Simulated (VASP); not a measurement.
Here is a VASP 6.6.1 calculation.

File INCAR:

```
SYSTEM = BN
ALGO = Normal ; EDIFF = 1E-7
ENCUT = 520 ; GGA = PE
ISIF = 2 ; ISMEAR = -1
LASPH = .True. ; LCHARG = .True.
LELF = .True. ; LREAL = .False.
LVHAR = .True. ; LWAVE = .False.
NBANDS = 11 ; NELM = 60
PREC = Accurate ; SIGMA = 0.05
```

The input KPOINTS:

```
k-points
0
Gamma
  13 13 13
  0 0 0
```

Contents of POSCAR:

```
BN
1.0
    0.0000000000      1.8130010000      1.8130010000
    1.8130010000      0.0000000000      1.8130010000
    1.8130010000      1.8130010000      0.0000000000
N B
1 1
Direct
    0.2500000000      0.2500000000      0.2500000000
    0.0000000000      0.0000000000      0.0000000000
```

Potentials or basis: VASP PAW PBE potentials, release 64 (N, B).

Launch:

```console
$ cat potpaw_PBE.64/N/POTCAR potpaw_PBE.64/B/POTCAR > POTCAR
$ mpirun -np 1 vasp_std > vasp.out
```

Q: Estimate the pressure.

A: -0.2 GPa.

Q: Predict the band gap on the k mesh.

A: 4.52 eV, indirect (least direct gap 8.78 eV).

Caveat: an odd mesh through Γ misses points on the zone boundary, where band edges often lie.

The gap isn't set beside the measured one, since this odd mesh misses points on the zone boundary.
